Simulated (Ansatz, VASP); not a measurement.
## One calculation of ScAl3, two programs

```
CELL_PARAMETERS angstrom
-2.02028 2.01916 4.36957
2.02028 -2.01916 4.36957
2.02028 2.01916 -4.36957
ATOMIC_POSITIONS crystal
Sc 0.00000 0.00000 0.00000
Al 0.50000 0.50000 0.00000
Al 0.75001 0.25001 0.50000
Al 0.24999 0.74999 0.50000
```

Alike in both runs: functional PBE; k mesh 6 × 6 × 6; occupations gaussian, width 0.1 eV; no spin polarisation.

Ansatz relaxed the structure, and its values are those at the end. VASP's run is a single point on that final structure, the one shown.

|  | VASP | Ansatz |
| --- | --- | --- |
| version | VASP 6.6.1 | Ansatz 0.2.0 |
| potentials or method | VASP PAW PBE potentials, release 64 (Sc_sv, Al) | scalar-relativistic, plane waves, PAW |
| plane-wave cutoff (eV) | 520 | 420 |
| valence electrons in the cell | 20 | 20 |

```tsv
	VASP	Ansatz	Ansatz less VASP
gap on the k mesh at the Fermi level (eV)	none	none	-
pressure (GPa)	-0.1	-0.1	-0.02
```

A gap of «none» marks a metal or a gap that the smearing closes. The functional is the same, so the differences come from potentials, cutoffs and numerics.

Caveats: the k mesh is coarse (spacing up to 0.37 Å⁻¹), so the values aren't converged.
